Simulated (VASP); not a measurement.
## As: single point with r2SCAN

Crystal: As.

```
CELL_PARAMETERS angstrom
2.70368 0.00000 0.00000
0.00000 2.70368 0.00000
0.00000 0.00000 2.70368
ATOMIC_POSITIONS crystal
As 0.50000 0.50000 0.50000
```

This isn't the form of As at room conditions, which is rhombohedral.

```yaml
Program: VASP 6.6.1
Task: single point
Functional: r2SCAN
Potentials_or_basis: VASP PAW PBE potentials, release 64 (As)
Cutoff: 520 eV
k_mesh: 6 × 6 × 6
Occupations: gaussian, width 0.1 eV
Spin: no spin polarisation
```

```yaml
Pressure: 0.2 GPa
Band_gap_on_the_k_mesh: none (metal or under the smearing width)
```

Levels at points of the mesh, in eV from the Fermi level:
```csv
k point,band 1,band 2,band 3,band 4,band 5,band 6,band 7
"(0.00, 0.00, 0.00)",-16.08,3.95,3.95,3.95,8.51,8.51,11.22
"(0.50, 0.00, 0.00)",-12.78,-7.65,6.37,6.37,11.19,14.71,15.05
"(0.50, 0.50, 0.00)",-9.28,-4.94,-4.94,2.50,8.69,16.88,17.80
"(0.50, 0.50, 0.50)",-5.33,-2.43,-2.43,-2.43,5.98,5.98,5.98
```

It took 8.3 s on 1 thread of Intel(R) Xeon(R) Platinum 8488C (Sapphire Rapids) (shared host), peak memory 0.12 GiB.

Caveat: the k mesh is coarse (spacing up to 0.39 Å⁻¹), so the values aren't converged; the PAW data sets were made with another functional, which shifts forces and pressure a little.
